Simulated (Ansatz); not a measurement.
# Deforming GaP

```
Ga P
1.0
     0.00000    2.58047    2.58047
     2.58047    0.00000    2.58047
     2.58047    2.58047    0.00000
Ga P
1 1
Direct
  0.00000 0.00000 0.00000
  0.50000 0.50000 0.50000
```

Atom numbers follow the list: Ga1, P2.

The cell was built from the rocksalt type and relaxed in the same program, and has space group Fm-3m; it needn't be a known or the stable phase.

The calculation used DFT, PBE, all-electron LAPW, scalar-relativistic (Ansatz 0.2.0).

Sampling and basis: a Γ-centred 12×12×12 k mesh, Fermi–Dirac smearing of 0.05 eV, basis error target 1 meV/atom, no spin polarisation.

The unchanged cell is at 0.02 GPa.

In a metal, stresses and small energies carry noise from the k mesh.

x, y and z are the Cartesian axes of the cell as listed; fractional coordinates follow a strain, and an engineering shear is twice the off-diagonal strain component.

Q: One change gave: energy change under 1 meV/atom; stress change (xx, yy, zz, yz, xz, xy) -0.04, -0.04, 0.04, 0.00, 0.00, 0.34 GPa, compression positive. Which change was it?
A. atom 2 (P) moved by (0.0000, 0.0000, 0.0800) Å
B. z strained by -4 % at fixed volume
C. xy engineering shear strain of -2 %

A: C. For z strained by -4 % at fixed volume: energy change +15 meV/atom; stress change (xx, yy, zz, yz, xz, xy) -1.94, -1.94, 5.54, 0.00, 0.00, 0.00 GPa, compression positive. For atom 2 (P) moved by (0.0000, 0.0000, 0.0800) Å: energy change +3 meV/atom; stress change (xx, yy, zz, yz, xz, xy) -0.12, -0.12, 0.90, 0.00, 0.00, 0.00 GPa, compression positive; change of the force on P2 (0.000, 0.000, -0.140) eV/Å.

Q: What force constant does this one finite step give for P2 along its displacement (all its periodic images move with it)?

A: k = −ΔF·u/|u|² = 1.75 eV/Å², so the force pulls the atom back.
